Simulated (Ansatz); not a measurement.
PbS (Galena) in Ansatz: the effect of functional

PbS (Galena):

```
Pb S
1.0
     0.00000    2.96575    2.96575
     2.96575    0.00000    2.96575
     2.96575    2.96575    0.00000
Pb S
1 1
Direct
  0.00000 0.00000 0.00000
  0.50000 0.50000 0.50000
```

Alike in all runs:

```yaml
Program: Ansatz 0.2.0
Task: single point
Potentials_or_basis: all-electron PAW datasets made for the crystal
k_mesh: 4 × 4 × 4
Occupations: fermi-dirac, width 0.05 eV
Spin: no spin polarisation
```

| functional | cutoff | gap on the mesh (eV) | pressure (GPa) |
| --- | --- | --- | --- |
| PBE | 260 eV (chosen from the basis error) | 0.36 | 2.3 |
| HSE06 | 290 eV (chosen from the basis error) | 0.79 | 1.3 |
| PBE0 | 290 eV (chosen from the basis error) | ? | ? |

**Question.** What does the run with functional PBE0 give?

**Answer.** gap on the mesh 1.40 eV; pressure 1.3 GPa.

Caveats: all runs use coarse meshes; spin-orbit coupling is left out, which as a rule narrows the gap of such compounds by several tenths of an eV.

A k mesh can miss the band edges.
